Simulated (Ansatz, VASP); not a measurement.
This is a calculation of Ge for VASP 6.6.1.

File INCAR:

```
  PREC = Accurate
  ENCUT = 520
  EDIFF = 1E-7
  ISMEAR = -1
  SIGMA = 0.05
  LREAL = False
  LASPH = True
  NELM = 60
  ALGO = Normal
  ISIF = 2
  LWAVE = False
  LCHARG = True
  GGA = PE
  LELF = True
  LVHAR = True
  NBANDS = 13
```

File KPOINTS:

```
regular mesh
0
Gamma
  10 10 10
```

Contents of POSCAR:

```
Ge
1.0
    2.7104700000      0.0000000000      0.0000000000
    0.0000000000      2.7104700000      0.0000000000
    0.0000000000      0.0000000000      2.7104700000
Ge
1
Direct
    0.0000000000      0.0000000000      0.0000000000
```

Potentials or basis: VASP PAW PBE potentials, release 64 (Ge_d).

Command:

```sh
$ cat potpaw_PBE.64/Ge_d/POTCAR > POTCAR
$ mpirun -np 1 vasp_std > vasp.out
```

Problem. Set up the same calculation for Ansatz 0.2.0. Potentials there: Ansatz PAW.

Solution. As run (the cutoff follows the program's own potentials):

input.yaml

```yaml
crystal:
  lattice:
    - [2.71047, 0.0, 0.0]
    - [0.0, 2.71047, 0.0]
    - [0.0, 0.0, 2.71047]
  atoms:
    - { symbol: Ge, position: [0.0, 0.0, 0.0] }
hamiltonian:
  xc: pbe
  pseudopotentials: { kind: paw }
kpoints:
  mp_grid: { grid: [10, 10, 10] }
scf:
  occupations: { method: fermi_dirac, width: 0.05 }
output:
  forces: true
  stress: true
  eigenvalues: true
```

Potentials or basis: Ansatz PAW.

The run is started by

```bash
$ ansatz run input.yaml --threads 2 --pin off --max-ram 5632MiB --backend cpu --events-out ev --progress --plain --runs-dir out
```

Both were run:

|  | VASP | Ansatz | Ansatz less VASP |
| --- | --- | --- | --- |
| gap on the k mesh at the Fermi level (eV) | none | none | - |
| pressure (GPa) | -0.6 | -0.5 | +0.08 |

A gap of «none» marks a metal or a gap that the smearing closes. The functional is the same, so the differences come from potentials, cutoffs and numerics.
